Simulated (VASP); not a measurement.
Set up this calculation in VASP 6.6.1, as the native input.

* Task: relaxation of cell and atoms
* Functional: LDA
* Potentials or basis: VASP PAW LDA potentials, release 64 (Mn_pv, S)
* Cutoff: 600 eV
* k mesh: 7 × 7 × 7
* Occupations: fermi-dirac, width 0.05 eV
* Spin: collinear spin, ferromagnetic start
* Starting moments: [4.0, 0.0] μB
* Further INCAR settings: ALGO = Normal; EDIFF = 1e-07; IBRION = 2; EDIFFG = -0.02; NSW = 40; ISIF = 3

The structure of MnS lies in POSCAR:

```
MnS
1.0
    1.8299960138      1.0565486912      2.9709202777
   -1.8299960138      1.0565486912      2.9709202777
    0.0000000000     -2.1130973823      2.9709202777
Mn S
1 1
Direct
    0.0000000000      0.0000000000      0.0000000000
    0.5000000000      0.5000000000      0.5000000000
```

The cell is a database's computed one.

These files were run (other wordings do the same):

INCAR

```
SYSTEM = MnS
ALGO = Normal ; EDIFF = 1E-7
EDIFFG = -0.02 ; ENCUT = 600
IBRION = 2 ; ISIF = 3
ISMEAR = -1 ; ISPIN = 2
LASPH = .True. ; LCHARG = .False.
LMAXMIX = 4 ; LORBIT = 11
LREAL = .False. ; LWAVE = .False.
MAGMOM = 4 0 ; NELM = 150
NSW = 40 ; PREC = Accurate
PSTRESS = 0 ; SIGMA = 0.05
```

KPOINTS

```
k-points
0
Gamma
  7 7 7
  0 0 0
```

Potentials or basis: VASP PAW LDA potentials, release 64 (Mn_pv, S).

Run with:

```console
$ cat potpaw_LDA.64/Mn_pv/POTCAR potpaw_LDA.64/S/POTCAR > POTCAR
$ mpirun -np 1 vasp_std > vasp.out
```

Results of the run:

The relaxed volume is 13.52 Å³/atom and the relaxed cell is a = 3.366 Å, b = 3.366 Å, c = 3.366 Å, α = 60.11°, β = 60.11°, γ = 60.11°. The space group after relaxing (to 0.05 Å) is Fm-3m (No. 225), the energy gained by relaxing is 170.5 meV/atom and the ionic steps are 5. The pressure after relaxing is 0.0 GPa. The band gap on the k mesh is none (metal or under the smearing width), the net moment is 3.33 μB per cell and the site moments are Mn +3.11; S +0.04 μB. The valence electrons inside the program's atomic spheres are Mn 11.70; S 3.74.

Caveat: the volume moved by over 15 % at a fixed basis, so the end points are rough; a cell with one magnetic atom can't hold antiferromagnetic order, which such compounds often take; semilocal functionals often make such compounds metallic where correlation or magnetic order opens a gap, which also shifts bond lengths.

Run time: 2.5 min on 1 thread of AMD EPYC 9R45 96-Core Processor (Zen 5), with other jobs on the host, peak memory 0.17 GiB.
